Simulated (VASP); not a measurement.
**Ba: relaxation of the atoms with SCAN+D3(BJ)**

Crystal: Ba.

```xyz
1
Lattice="-2.4019 2.4019 2.4019 2.4019 -2.4019 2.4019 2.4019 2.4019 -2.4019" Properties=species:S:1:pos:R:3 pbc="T T T"
Ba    0.0000    0.0000    0.0000
```

The cell isn't the ideal one: volume scaled by 0.88.

```
Program                : VASP 6.6.1
Task                   : relaxation of the atoms
Functional             : SCAN
Dispersion             : D3(BJ)
Potentials or basis    : VASP PAW PBE potentials, release 64 (Ba_sv)
Cutoff                 : 500 eV
k mesh                 : 8 × 8 × 8
Occupations            : gaussian, width 0.05 eV
Spin                   : no spin polarisation
Optimiser              : BFGSLineSearch
Further INCAR settings : ALGO = Normal; EDIFF = 1.00e-06
```

```json
{"Pressure after relaxing": "1.4 GPa", "Band gap on the k mesh": "none (metal or under the smearing width)", "Dispersion energy per atom": "-0.051 eV"}
```

Final structure:
```xyz
1
Lattice="-2.4019 2.4019 2.4019 2.4019 -2.4019 2.4019 2.4019 2.4019 -2.4019" Properties=species:S:1:pos:R:3 pbc="T T T"
Ba    0.0000    0.0000    0.0000
```

Levels at points of the mesh, in eV from the Fermi level:
```tsv
k point	band 3	band 4	band 5	band 6	band 7	band 8
(0.00, 0.00, 0.00)	-14.05	-14.05	-2.84	2.34	2.34	2.34
(0.50, 0.00, 0.00)	-14.27	-14.06	-0.91	0.91	1.77	3.96
(0.50, 0.50, 0.50)	-14.52	-14.52	-0.75	-0.75	5.40	5.40
```

It took 68 s on 1 thread of AMD EPYC 9R45 (Zen 5), with other jobs on the host, peak memory 0.15 GiB.

Caveat: the relaxation stopped at its first step, so nothing moved; the PAW data sets were made with another functional, which shifts forces and pressure a little; pairwise dispersion overbinds metals, which lowers pressure and volume. The run has no spin-orbit coupling, so splittings on Ba are missing.
